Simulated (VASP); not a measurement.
A run of VASP 6.6.1 is set up as follows.

File INCAR:

```
  ALGO = Normal
  EDIFF = 1E-6
  ENCUT = 520
  GGA = PE
  ISIF = 2
  ISMEAR = 0
  LASPH = True
  LCHARG = False
  LREAL = False
  LWAVE = False
  NBANDS = 8
  NELM = 100
  PREC = Accurate
  SIGMA = 0.1
```

Contents of KPOINTS:

```
k-points
0
Gamma
  22 22 22
```

Contents of POSCAR:

```
P
1.0
    2.4448049511      0.0000000000      0.0000000000
    0.0000000000      2.4448049511      0.0000000000
    0.0000000000      0.0000000000      2.4448049511
P
1
Direct
    0.0000000000      0.0000000000      0.0000000000
```

Potentials or basis: VASP PAW PBE potentials, release 64 (P).

Run with:

```sh
$ cat potpaw_PBE.64/P/POTCAR > POTCAR
$ mpirun -np 1 vasp_std > vasp.out
```

Q: Estimate the band gap on the k mesh.

A: None (metal or under the smearing width).

Q: Predict the pressure.

A: -0.3 GPa.
